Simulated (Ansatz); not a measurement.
Method: DFT PBE, scalar-relativistic, plane waves, PAW in Ansatz. All cells share a 420 eV cutoff and Γ-centred k meshes spaced at most about 0.3 Å⁻¹ (about 0.25 or finer for metals, 2π included). No spin polarisation in the final relaxations.

Temperature and zero-point effects are left out. All come from trial cells, and lower structures may exist.

Task: These unrelaxed guesses for Ge are each relaxed within their symmetry. Order them by the energy at which they end, lowest first.
A.

Space group Pbcm (No. 57). a = 5.994 Å, b = 4.614 Å, c = 4.889 Å, α = 90.00°, β = 90.00°, γ = 90.00°
```json
{"atom": "Ge", "site": "4c", "symmetry": "2..", "x": "0.4086", "y": "0.2500", "z": "0.0000"}
{"atom": "Ge", "site": "4d", "symmetry": "..m", "x": "0.9161", "y": "0.5097", "z": "0.2500"}
```

B.

Space group Cmmm (No. 65). a = 3.737 Å, b = 12.252 Å, c = 3.887 Å, α = 90.00°, β = 90.00°, γ = 90.00°
| atom | site | symmetry | x | y | z |
| --- | --- | --- | --- | --- | --- |
| Ge | 4j | m2m | 0.0000 | 0.9060 | 0.5000 |
| Ge | 4i | m2m | 0.0000 | 0.8050 | 0.0000 |

Result: B (ends in Cmmm, 0 meV/atom), A (ends in Pbcm, 11 meV/atom).

For metals, differences of a few meV/atom aren't resolved. Cells relaxed within their symmetry can be saddle points. The part of the Crystallography Open Database at hand lists Ge in space groups No. 64, 96, 227; no cell shown has one of them. Some candidate types were left out of the draw beforehand, so a known form may be missing.
